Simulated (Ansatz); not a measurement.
Born–Oppenheimer molecular dynamics of a periodic cell of 16 atoms, WC (start crystal WC, start structure P-6m2, volume 1 times the crystal's). It starts from a structure without forces on its atoms.

Method: DFT PBE, scalar-relativistic, plane waves, PAW (Ansatz). Settings: PAW set soft_1, cutoff 420 eV, k mesh 3x3x3, fermi-dirac smearing 0.3 eV, no spin polarisation.

```
ensemble        : NVT, Langevin thermostat
time step       : 0.75 fs
steps asked     : 170
set temperature : 3500 K
friction        : 0.02 /fs
seed            : 225325
```

First frame:

```xyz
16
Lattice="-2.8994 -5.0219 0.0000 4.3491 -2.5110 0.0000 0.0000 0.0000 5.6546" Properties=species:S:1:pos:R:3
W 0.000 -5.022 0.000
C 1.450 -4.185 1.414
W 0.000 -5.022 2.827
C 1.450 -4.185 4.241
W -1.450 -2.511 0.000
C 0.000 -1.674 1.414
W -1.450 -2.511 2.827
C 0.000 -1.674 4.241
W 1.450 -2.511 0.000
C 2.899 -1.674 1.414
W 1.450 -2.511 2.827
C 2.899 -1.674 4.241
W 0.000 0.000 0.000
C -1.450 -4.185 1.414
W 0.000 0.000 2.827
C -1.450 -4.185 4.241
```

Q: What does the run give?

A: The run went to its last step.

- steps done: 170
- time covered: 127.5 fs
- mean temperature over the second half: 3205 K
- spread of the potential energy over the second half: 29.9 meV per atom
- mean potential energy of the second half above the start: 329.8 meV per atom

A run of 0.13 ps of so small a system gives no equilibrium averages. Limits of this set-up: coarse k mesh.

Q: What happens to the structure?

A: Mean squared displacements from the first frame to the last, about the centre of mass: W 0.02 Å², C 0.04 Å². Another seed would give other details.

Q: How do temperature and energy run in time?

A: 
| time (fs) | T (K) | potential energy less start (eV) |
| --- | --- | --- |
| 0.0 | 3281 | 0.000 |
| 6.0 | 2404 | 1.372 |
| 12.0 | 1629 | 3.091 |
| 18.0 | 1764 | 3.188 |
| 24.0 | 1808 | 2.963 |
| 30.0 | 2561 | 3.508 |
| 36.0 | 2057 | 4.620 |
| 42.0 | 2324 | 4.713 |
| 48.0 | 3456 | 4.235 |
| 54.0 | 3085 | 4.649 |
| 60.0 | 3324 | 5.021 |
| 66.0 | 3034 | 5.790 |
| 72.0 | 3334 | 6.223 |
| 78.0 | 3731 | 4.855 |
| 84.0 | 3187 | 4.771 |
| 90.0 | 2659 | 5.802 |
| 96.0 | 3397 | 4.777 |
| 102.0 | 3533 | 4.945 |
| 108.0 | 3158 | 5.635 |
| 114.0 | 2855 | 5.160 |
| 120.0 | 3028 | 5.302 |
| 126.0 | 2981 | 4.728 |

Time of the run: 26 min on 2 threads of Arm Neoverse V1, with other jobs on the host, peak memory 0.77 GiB.
